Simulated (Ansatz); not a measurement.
The system is Ag.

```
CELL_PARAMETERS angstrom
0.00000 2.04275 2.04275
2.04275 0.00000 2.04275
2.04275 2.04275 0.00000
ATOMIC_POSITIONS crystal
Ag 0.00000 0.00000 0.00000
```

Base run:

| Quantity | Value |
| --- | --- |
| Program | Ansatz 0.2.0 |
| Functional | r2SCAN |
| Potentials or basis | Ansatz PAW |
| Cutoff | 500 eV (not typed: the program's choice for these potentials) |
| k mesh | 11 × 11 × 11 |
| Occupations | fermi-dirac, width 0.05 eV |
| Spin | spin-orbit coupling, no magnetisation |

Its results: band gap on the k mesh none (metal or under the smearing width); pressure 1.1 GPa.

The run is repeated on the same cell with these changes: functional from r2SCAN to r2SCAN0; k mesh from 11 × 11 × 11 to 6 × 6 × 6. What comes out?

Band gap on the k mesh none (metal or under the smearing width); pressure 2.9 GPa.

Several settings changed at once, so the effect can't be laid on one alone.

Caveats: some runs use coarse meshes; the PAW data sets come from PBE, with cores solved anew for the run's functional, which leaves a small shift of forces and pressure; the thresholds are loose for stress (some runs).
